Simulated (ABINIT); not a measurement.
Runs of ABINIT 10.8.3 (patched build) on PtSe2 (Sudovikovite). Symmetry: P-3m1, No. 164, trigonal system. The conventional cell has a = 3.724 Å, b = 3.724 Å, c = 5.062 Å, α = 90.00°, β = 90.00°, γ = 120.00°. Pt (site symmetry -3m) is surrounded by 6 Se at 2.49 Å. Se (site symmetry 3m) has 3 Pt at 2.49 Å as nearest neighbours. 

```tsv
task	level	potentials or basis	k mesh	cutoff (eV)	bands in the sums	broadening (eV)	scissor shift (eV)	tensor components	fine-grid cutoff	gap on the mesh (eV)	pressure (GPa)	largest force (eV/Å)
optical spectrum	LDA	PseudoDojo NC SR LDA v0.4.1 standard	8 × 8 × 6, shifted	1061	37	0.05	0	[11, 33]	-	-	-1.2	0.15
single point	LDA	PseudoDojo NC SR LDA v0.4.1 standard	6 × 6 × 4	1061	-	-	-	-	-	none	-1.2	(b)
single point	PBEsol	JTH PAW PBE v2.0	6 × 6 × 4	408	-	-	-	-	816.342 eV	none	(a)	0.44
single point	PBEsol	PseudoDojo NC SR PBEsol v0.4.1 standard	6 × 6 × 4	1061	-	-	-	-	-	none	1.5	0.32
```

Alike in all rows: no spin polarisation; cell as given; smearing fermi-dirac 0.05 eV.

Question: Fill in the values left out.

Answer: (a) 2.9; (b) 0.18.

Caveats: the intraband (Drude) term is left out (some runs); spectra need much finer meshes, so this one isn't converged (some runs); independent-particle spectra lack excitons (some runs); the PAW data sets were made with another functional, which shifts forces and pressure a little (some runs); the atomic spheres overlap (some runs).

A k mesh can miss the band edges, and the runs leave out spin-orbit coupling on Pt, Se.

A gap of «none» marks a metal or a gap under the smearing width.

The runs don't all hold the same shells in valence.

Runs at the PBE level aren't shown here.
